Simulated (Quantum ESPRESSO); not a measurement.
# KTaO3 (Pm-3m) in Quantum ESPRESSO: equation of state

Aim: energy against volume of KTaO3 in PBE, for its equilibrium volume and stiffness.

Everything below comes from runs of Quantum ESPRESSO 7.5. Logs are shortened: lines on timing, memory, paths and dates and some standing lists are left out, and cuts for length are marked.

### Step 1. The crystal as given

It takes space group Pm-3m (No. 221, cubic). Conventional cell: a = 3.988 Å, b = 3.988 Å, c = 3.988 Å, α = 90.00°, β = 90.00°, γ = 90.00°. Around Ta (site symmetry m-3m) lie 6 O at 1.99 Å. K (site symmetry m-3m) is surrounded by 12 O at 2.82 Å. O (site symmetry 4/mmm) is surrounded by 2 Ta at 1.99 Å.

### Step 2. Single point, PBE, 11.93 Å³/atom

pw.in reads:

```
&CONTROL
  calculation = 'scf'
  prefix = 'pwscf'
  outdir = './tmp'
  pseudo_dir = './pseudo'
  tprnfor = .true.
  tstress = .true.
  disk_io = 'nowf'
/
&SYSTEM
  ibrav = 0
  nat = 5
  ntyp = 3
  ecutwfc = 60
  ecutrho = 480
  nbnd = 28
  occupations = 'smearing'
  smearing = 'fd'
  degauss = 0.00367493
/
&ELECTRONS
  conv_thr = 1d-09
  electron_maxstep = 120
  mixing_beta = 0.5
/
ATOMIC_SPECIES
Ta   180.9479 Ta_pbe_v1.uspp.F.UPF
K     39.0983 K.pbe-spn-kjpaw_psl.1.0.0.UPF
O     15.9990 O.pbe-n-kjpaw_psl.0.1.UPF
CELL_PARAMETERS angstrom
   3.9068832774    0.0000000000    0.0000000000
   0.0000000000    3.9068832774    0.0000000000
   0.0000000000    0.0000000000    3.9068832774
ATOMIC_POSITIONS crystal
Ta     0.0000000000    0.0000000000    0.0000000000
K      0.5000000000    0.5000000000    0.5000000000
O      0.0000000000    0.0000000000    0.5000000000
O      0.0000000000    0.5000000000    0.0000000000
O      0.5000000000    0.0000000000    0.0000000000
K_POINTS automatic
7 7 7 0 0 0
```

Potentials or basis: SSSP 1.3 efficiency PBE.

Launch:

```bash
> OMP_NUM_THREADS=1 pw.x -in pw.in > pw.out
```

pw.out:

```text
This program is part of the open-source Quantum ESPRESSO suite
     for quantum simulation of materials; please cite
         "P. Giannozzi et al., J. Phys.:Condens. Matter 21 395502 (2009);
         "P. Giannozzi et al., J. Phys.:Condens. Matter 29 465901 (2017);
         "P. Giannozzi et al., J. Chem. Phys. 152 154105 (2020);
     in publications or presentations arising from this work. More details at

     file K.pbe-spn-kjpaw_psl.1.0.0.UPF: wavefunction(s)  3S renormalized
     file O.pbe-n-kjpaw_psl.0.1.UPF: wavefunction(s)  2P renormalized
     Message from routine setup:
     using ibrav=0 with symmetry is DISCOURAGED, use correct ibrav instead

     G-vector sticks info
     --------------------
     sticks:   dense  smooth     PW     G-vecs:    dense   smooth      PW
     Sum        2085    1041    293                71591    25341    3911

     Using Slab Decomposition

     bravais-lattice index     =            0
     lattice parameter (alat)  =       7.3829  a.u.
     unit-cell volume          =     402.4277 (a.u.)^3
     number of atoms/cell      =            5
     number of atomic types    =            3
     number of electrons       =        40.00
     number of Kohn-Sham states=           28
     kinetic-energy cutoff     =      60.0000  Ry
     charge density cutoff     =     480.0000  Ry
     scf convergence threshold =      1.0E-09
     mixing beta               =       0.5000
     number of iterations used =            8  plain     mixing
     Exchange-correlation= SLA  PW   PBX  PBC
                           (   1   4   3   4   0   0   0)

     celldm(1)=   7.382939  celldm(2)=   0.000000  celldm(3)=   0.000000
     celldm(4)=   0.000000  celldm(5)=   0.000000  celldm(6)=   0.000000

     crystal axes: (cart. coord. in units of alat)
               a(1) = (   1.000000   0.000000   0.000000 )
               a(2) = (   0.000000   1.000000   0.000000 )
               a(3) = (   0.000000   0.000000   1.000000 )

     reciprocal axes: (cart. coord. in units 2 pi/alat)
               b(1) = (  1.000000  0.000000  0.000000 )
               b(2) = (  0.000000  1.000000  0.000000 )
               b(3) = (  0.000000  0.000000  1.000000 )

     PseudoPot. # 1 for Ta read from file:
     Ta_pbe_v1.uspp.F.UPF
     Pseudo is Ultrasoft + core correction, Zval = 13.0
     Generated by new atomic code, or converted to UPF format
     Using radial grid of  921 points,  7 beta functions with:
                l(1) =   0
                l(2) =   0
                l(3) =   1
                l(4) =   1
                l(5) =   2
                l(6) =   2
                l(7) =   3
     Q(r) pseudized with  6 coefficients,  rinner =    1.300   1.300   1.300
                                                       1.300   1.300   1.300
                                                       1.300

     PseudoPot. # 2 for K  read from file:
     K.pbe-spn-kjpaw_psl.1.0.0.UPF
     Pseudo is Projector augmented-wave + core cor, Zval =  9.0
     Generated using "atomic" code by A. Dal Corso  v.5.1
     Shape of augmentation charge: PSQ
     Using radial grid of 1165 points,  6 beta functions with:
                l(1) =   0
                l(2) =   0
                l(3) =   1
                l(4) =   1
                l(5) =   2
                l(6) =   2
     Q(r) pseudized with 0 coefficients

     PseudoPot. # 3 for O  read from file:
     O.pbe-n-kjpaw_psl.0.1.UPF
     Pseudo is Projector augmented-wave + core cor, Zval =  6.0
     Generated using "atomic" code by A. Dal Corso  v.5.0.99 svn rev. 10869
     Shape of augmentation charge: BESSEL
     Using radial grid of 1095 points,  4 beta functions with:
                l(1) =   0
                l(2) =   0
                l(3) =   1
                l(4) =   1
     Q(r) pseudized with 0 coefficients

     atomic species   valence    mass     pseudopotential
     Ta               13.00   180.94790     Ta( 1.00)
     K                 9.00    39.09830     K ( 1.00)
     O                 6.00    15.99900     O ( 1.00)

     48 Sym. Ops., with inversion, found

   Cartesian axes

     site n.     atom                  positions (alat units)
         1        Ta     tau(   1) = (   0.0000000   0.0000000   0.0000000  )
         2        K      tau(   2) = (   0.5000000   0.5000000   0.5000000  )
         3        O      tau(   3) = (   0.0000000   0.0000000   0.5000000  )
         4        O      tau(   4) = (   0.0000000   0.5000000   0.0000000  )
         5        O      tau(   5) = (   0.5000000   0.0000000   0.0000000  )

     number of k points=    20  Fermi-Dirac smearing, width (Ry)=  0.0037
                       cart. coord. in units 2pi/alat
        k(    1) = (   0.0000000   0.0000000   0.0000000), wk =   0.0058309
        k(    2) = (   0.0000000   0.0000000   0.1428571), wk =   0.0349854
        k(    3) = (   0.0000000   0.0000000   0.2857143), wk =   0.0349854
        k(    4) = (   0.0000000   0.0000000   0.4285714), wk =   0.0349854
        k(    5) = (   0.0000000   0.1428571   0.1428571), wk =   0.0699708
        k(    6) = (   0.0000000   0.1428571   0.2857143), wk =   0.1399417
[... 12 lines left out ...]
        k(   19) = (   0.2857143   0.4285714   0.4285714), wk =   0.1399417
        k(   20) = (   0.4285714   0.4285714   0.4285714), wk =   0.0466472

     Dense  grid:    71591 G-vectors     FFT dimensions: (  54,  54,  54)

     Smooth grid:    25341 G-vectors     FFT dimensions: (  40,  40,  40)

     Initial potential from superposition of free atoms

     starting charge      39.9801, renormalised to      40.0000

     negative rho (up, down):  9.297E-02 0.000E+00
     Starting wfcs are   33 randomized atomic wfcs

     Self-consistent Calculation

     iteration #  1     ecut=    60.00 Ry     beta= 0.50
     Davidson diagonalization with overlap
     ethr =  1.00E-02,  avg # of iterations =  6.7

     negative rho (up, down):  9.541E-02 0.000E+00
[... 94 lines left out ...]
     iteration # 12     ecut=    60.00 Ry     beta= 0.50
     Davidson diagonalization with overlap
     ethr =  1.98E-10,  avg # of iterations =  2.5

     negative rho (up, down):  9.899E-02 0.000E+00

     End of self-consistent calculation

          k = 0.0000 0.0000 0.0000 (  3119 PWs)   bands (ev):

   -57.4487 -24.0561 -24.0561 -24.0561 -17.5502  -8.0383  -7.3339  -7.3339
    -1.1161  -1.1161  -1.1161   7.3461   7.3461   7.3461   8.5593   8.5593
     8.5593   9.1299   9.1299   9.1299  12.0648  12.0648  12.0648  16.8613
    17.2711  17.2711  17.7896  17.7896
[... 129 lines left out ...]
   -57.4464 -24.1625 -24.1623 -24.1623 -17.4750  -6.3109  -6.2452  -6.2452
    -1.4140  -1.4140  -1.3588   4.2563   4.2563   4.3081   5.5969   5.6957
     5.6957   9.5983   9.5983   9.6552  16.4969  16.5736  16.5736  19.0482
    19.0482  19.1268  21.1720  21.8093

     the Fermi energy is    11.0230 ev

!    total energy              =    -380.41759542 Ry
     estimated scf accuracy    <          2.4E-10 Ry
     smearing contrib. (-TS)   =      -0.00000000 Ry
     internal energy E=F+TS    =    -380.41759542 Ry

     The total energy is F=E-TS. E is the sum of the following terms:
     one-electron contribution =     -63.43738386 Ry
     hartree contribution      =      54.94321823 Ry
     xc contribution           =     -76.28666413 Ry
     ewald contribution        =    -211.68580382 Ry
     one-center paw contrib.   =     -83.95096185 Ry

     convergence has been achieved in  12 iterations

     negative rho (up, down):  9.899E-02 0.000E+00

     Forces acting on atoms (cartesian axes, Ry/au):

     atom    1 type  1   force =     0.00000000    0.00000000    0.00000000
     atom    2 type  2   force =     0.00000000    0.00000000    0.00000000
     atom    3 type  3   force =     0.00000000    0.00000000    0.00000000
     atom    4 type  3   force =     0.00000000    0.00000000    0.00000000
     atom    5 type  3   force =     0.00000000    0.00000000    0.00000000

     Total force =     0.000000     Total SCF correction =     0.000000

     Computing stress (Cartesian axis) and pressure

     negative rho (up, down):  9.899E-02 0.000E+00
          total   stress  (Ry/bohr**3)                   (kbar)     P=      203.26
   0.00138176   0.00000000   0.00000000          203.26        0.00        0.00
   0.00000000   0.00138176   0.00000000            0.00      203.26        0.00
   0.00000000   0.00000000   0.00138176            0.00        0.00      203.26

=------------------------------------------------------------------------------=
   JOB DONE.
=------------------------------------------------------------------------------=
```

Run time: 70 s. Hardware: 1 thread of Intel Xeon at 2.70GHz, shared host; peak memory 0.53 GiB.

Results:

| Quantity | Value |
| --- | --- |
| Free energy | -5175.8451 eV |
| Pressure | 20.3 GPa |
| Band gap on the k mesh | 2.41 eV, indirect (least direct gap 2.93 eV) |

Caveat: spin-orbit coupling is left out, which moves the levels of the heavy elements; an odd mesh through Γ misses points on the zone boundary, where band edges often lie.

### Step 3. Single point, PBE, 12.18 Å³/atom

pw.in, as its differences from that of step 2:

```diff
@@ -30,5 +30,5 @@
 CELL_PARAMETERS angstrom
-   3.9068832774    0.0000000000    0.0000000000
-   0.0000000000    3.9068832774    0.0000000000
-   0.0000000000    0.0000000000    3.9068832774
+   3.9343974464    0.0000000000    0.0000000000
+   0.0000000000    3.9343974464    0.0000000000
+   0.0000000000    0.0000000000    3.9343974464
 ATOMIC_POSITIONS crystal
```

Potentials or basis: SSSP 1.3 efficiency PBE.

Launch:

```bash
> OMP_NUM_THREADS=1 pw.x -in pw.in > pw.out
```

Wall time 69 s (1 thread of Intel Xeon at 2.70GHz, shared host); peak memory 0.54 GiB.

It converged, with:

```yaml
Free_energy: -5175.9862 eV
Pressure: 14.7 GPa
Band_gap_on_the_k_mesh: 2.36 eV, indirect (least direct gap 2.91 eV)
```

Caveat: spin-orbit coupling is left out, which moves the levels of the heavy elements; an odd mesh through Γ misses points on the zone boundary, where band edges often lie.

### Step 4. Single point, PBE, 12.43 Å³/atom

pw.in, as its differences from that of step 3:

```diff
@@ -30,5 +30,5 @@
 CELL_PARAMETERS angstrom
-   3.9343974464    0.0000000000    0.0000000000
-   0.0000000000    3.9343974464    0.0000000000
-   0.0000000000    0.0000000000    3.9343974464
+   3.9615320794    0.0000000000    0.0000000000
+   0.0000000000    3.9615320794    0.0000000000
+   0.0000000000    0.0000000000    3.9615320794
 ATOMIC_POSITIONS crystal
```

Launch:

```bash
> OMP_NUM_THREADS=1 pw.x -in pw.in > pw.out
```

Wall time 86 s (1 thread of Intel Xeon at 2.70GHz, shared host); peak memory 0.55 GiB.

It converged, with:

| Quantity | Value |
| --- | --- |
| Free energy | -5176.0854 eV |
| Pressure | 9.7 GPa |
| Band gap on the k mesh | 2.32 eV, indirect (least direct gap 2.88 eV) |

Caveat: spin-orbit coupling is left out, which moves the levels of the heavy elements; an odd mesh through Γ misses points on the zone boundary, where band edges often lie.

### Step 5. Single point, PBE, 12.69 Å³/atom

pw.in, as its differences from that of step 4:

```diff
@@ -30,5 +30,5 @@
 CELL_PARAMETERS angstrom
-   3.9615320794    0.0000000000    0.0000000000
-   0.0000000000    3.9615320794    0.0000000000
-   0.0000000000    0.0000000000    3.9615320794
+   3.9883000000    0.0000000000    0.0000000000
+   0.0000000000    3.9883000000    0.0000000000
+   0.0000000000    0.0000000000    3.9883000000
 ATOMIC_POSITIONS crystal
```

Launch:

```bash
> OMP_NUM_THREADS=1 pw.x -in pw.in > pw.out
```

It took 83 s on 1 thread of Intel Xeon at 2.70GHz, shared host; peak memory 0.56 GiB.

It converged, with:

```yaml
Free_energy: -5176.1469 eV
Pressure: 5.2 GPa
Band_gap_on_the_k_mesh: 2.27 eV, indirect (least direct gap 2.84 eV)
```

Caveat: spin-orbit coupling is left out, which moves the levels of the heavy elements; an odd mesh through Γ misses points on the zone boundary, where band edges often lie.

### Step 6. Single point, PBE, 12.94 Å³/atom

pw.in, as its differences from that of step 5:

```diff
@@ -30,5 +30,5 @@
 CELL_PARAMETERS angstrom
-   3.9883000000    0.0000000000    0.0000000000
-   0.0000000000    3.9883000000    0.0000000000
-   0.0000000000    0.0000000000    3.9883000000
+   4.0147133525    0.0000000000    0.0000000000
+   0.0000000000    4.0147133525    0.0000000000
+   0.0000000000    0.0000000000    4.0147133525
 ATOMIC_POSITIONS crystal
```

Potentials or basis: SSSP 1.3 efficiency PBE.

Launch:

```bash
> OMP_NUM_THREADS=1 pw.x -in pw.in > pw.out
```

Wall time 80 s (1 thread of Intel Xeon at 2.70GHz, shared host); peak memory 0.57 GiB.

Results (log left out):

```
Free energy            : -5176.1745 eV
Pressure               : 1.2 GPa
Band gap on the k mesh : 2.22 eV, indirect (least direct gap 2.80 eV)
```

Caveat: spin-orbit coupling is left out, which moves the levels of the heavy elements; an odd mesh through Γ misses points on the zone boundary, where band edges often lie.

### Step 7. Single point, PBE, 13.20 Å³/atom

pw.in, as its differences from that of step 6:

```diff
@@ -30,5 +30,5 @@
 CELL_PARAMETERS angstrom
-   4.0147133525    0.0000000000    0.0000000000
-   0.0000000000    4.0147133525    0.0000000000
-   0.0000000000    0.0000000000    4.0147133525
+   4.0407836503    0.0000000000    0.0000000000
+   0.0000000000    4.0407836503    0.0000000000
+   0.0000000000    0.0000000000    4.0407836503
 ATOMIC_POSITIONS crystal
```

Launch:

```bash
> OMP_NUM_THREADS=1 pw.x -in pw.in > pw.out
```

Run time: 82 s. Hardware: 1 thread of Intel Xeon at 2.70GHz, shared host; peak memory 0.58 GiB.

The run converged. Its results:

| Property | Result |
| --- | --- |
| Free energy | -5176.1717 eV |
| Pressure | -2.4 GPa |
| Band gap on the k mesh | 2.18 eV, indirect (least direct gap 2.76 eV) |

Caveat: spin-orbit coupling is left out, which moves the levels of the heavy elements; an odd mesh through Γ misses points on the zone boundary, where band edges often lie.

### Step 8. Single point, PBE, 13.45 Å³/atom

pw.in, as its differences from that of step 7:

```diff
@@ -30,5 +30,5 @@
 CELL_PARAMETERS angstrom
-   4.0407836503    0.0000000000    0.0000000000
-   0.0000000000    4.0407836503    0.0000000000
-   0.0000000000    0.0000000000    4.0407836503
+   4.0665218197    0.0000000000    0.0000000000
+   0.0000000000    4.0665218197    0.0000000000
+   0.0000000000    0.0000000000    4.0665218197
 ATOMIC_POSITIONS crystal
```

Launch:

```bash
> OMP_NUM_THREADS=1 pw.x -in pw.in > pw.out
```

Run time: 93 s. Hardware: 1 thread of Intel Xeon at 2.70GHz, shared host; peak memory 0.59 GiB.

It converged, with:

```yaml
Free_energy: -5176.1416 eV
Pressure: -5.7 GPa
Band_gap_on_the_k_mesh: 2.13 eV, indirect (least direct gap 2.72 eV)
```

Caveat: spin-orbit coupling is left out, which moves the levels of the heavy elements; an odd mesh through Γ misses points on the zone boundary, where band edges often lie.

### Step 9. Equation of state, PBE

Potentials or basis: SSSP 1.3 efficiency PBE.

No new run: the results of the series are fitted here.

Results:

- Equilibrium volume: 13.04 Å³/atom
- Bulk modulus: 189 GPa
- Pressure derivative of the bulk modulus: 4.5

Energy against volume, from the lowest point:
```csv
volume (Å³/atom),energy (meV/atom)
11.927,65.89
12.180,37.67
12.434,17.83
12.688,5.52
12.942,0.00
13.196,0.56
13.449,6.59
```
